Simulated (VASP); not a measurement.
Cl2: single point with PBE+D4

Molecule: Cl2, in a box.

```
Cl
1.0
    12.24355    0.00000    0.00000
     0.00000   12.74355    0.00000
     0.00000    0.00000   13.24355
Cl
2
Direct
  0.50707 0.46473 0.56583
  0.49309 0.54221 0.43569
```

* Program: VASP 6.6.1
* Task: single point
* Functional: PBE
* Dispersion: D4
* Potentials or basis: VASP PAW PBE potentials, release 64 (Cl)
* Cutoff: 400 eV
* k mesh: 1 × 1 × 1
* Occupations: gaussian, width 0.01 eV
* Spin: no spin polarisation
* Further INCAR settings: ALGO = Fast; EDIFF = 1e-06; ISYM = 0

```
Gap between the frontier levels : 3.06 eV
Dispersion energy per atom      : -0.015 eV
```

Levels at points of the mesh, in eV from the valence-band top:
```csv
k point,band 3,band 4,band 5,band 6,band 7,band 8,band 9,band 10,band 11,band 12
"(0.00, 0.00, 0.00)",-4.67,-2.66,-2.66,0.00,0.00,3.06,6.79,7.69,7.77,7.87
```

It took 18 s on 4 MPI ranks on Intel(R) Xeon(R) Platinum 8488C (Sapphire Rapids), with other jobs on the host, peak memory 0.39 GiB a rank.

Expect the measured gap to be larger: semilocal functionals such as PBE lack the derivative discontinuity.
